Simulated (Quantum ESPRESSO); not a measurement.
## GaN: band structure with PBE

**The experiment to reproduce.**

From a printed reference work, textbook, for a bulk crystal of GaN at 0 K: band gap 3.299 eV (direct).

Crystal: GaN.

```
Ga N
1.0
     0.00000    2.25350    2.25350
     2.25350    0.00000    2.25350
     2.25350    2.25350    0.00000
Ga N
1 1
Direct
  0.00000 0.00000 0.00000
  0.25000 0.25000 0.25000
```

The cell is a database's computed one.

```json
{
 "Program": "Quantum ESPRESSO 7.5",
 "Task": "band structure",
 "Functional": "PBE",
 "Potentials or basis": "PseudoDojo 0.4 SR PBE stringent",
 "Cutoff": "1551 eV",
 "Density cutoff": "6204 eV",
 "k mesh": "10 × 10 × 10",
 "Occupations": "fermi-dirac, width 0.05 eV",
 "Spin": "no spin polarisation",
 "Mixing beta": "0.5",
 "Most SCF iterations": "120",
 "SCF threshold": "4e-10 Ry"
}
```

The pressure is 4.7 GPa, the band gap on the k mesh is 1.75 eV, direct and the band gap along the path is 1.75 eV, direct.

Levels at the corners of the path, in eV from the valence-band top:
```tsv
point	band 9	band 10	band 11	band 12	band 13	band 14	band 15	band 16	band 17	band 18
Γ	-13.20	-13.20	0.00	0.00	0.00	1.75	10.36	10.36	10.36	17.63
X	-13.13	-11.48	-6.11	-2.69	-2.69	3.38	6.70	11.71	13.96	13.96
W	-13.19	-11.20	-5.68	-3.68	-3.62	6.23	8.40	10.30	11.13	15.28
K	-13.16	-11.32	-5.85	-4.24	-2.16	5.02	7.88	11.08	12.86	13.62
Γ	-13.20	-13.20	0.00	0.00	0.00	1.75	10.36	10.36	10.36	17.63
L	-13.16	-11.92	-7.02	-0.96	-0.96	4.67	8.73	10.41	10.41	15.65
U	-13.16	-11.32	-5.85	-4.24	-2.16	5.02	7.88	11.08	12.86	13.62
W	-13.19	-11.20	-5.68	-3.68	-3.62	6.23	8.40	10.30	11.13	15.28
L	-13.16	-11.92	-7.02	-0.96	-0.96	4.67	8.73	10.41	10.41	15.65
K	-13.16	-11.32	-5.85	-4.24	-2.16	5.02	7.88	11.08	12.86	13.62
U	-13.16	-11.32	-5.85	-4.24	-2.16	5.02	7.88	11.08	12.86	13.62
X	-13.13	-11.48	-6.11	-2.69	-2.69	3.38	6.70	11.71	13.96	13.96
```

It took 120 s on 1 thread of Arm Neoverse V1, with other jobs on the host, peak memory 0.1 GiB.

A measured gap of GaN is 3.299 eV (direct; 0 K; a printed reference work, textbook); the calculated 1.75 eV misses it by -1.55 eV. Spin-orbit coupling on Ga is left out. The value is that of PBE, without temperature or zero-point motion. Semilocal functionals fall short of measured gaps as a rule. The cell is a database's relaxed one, not the measured one, which moves gaps too.
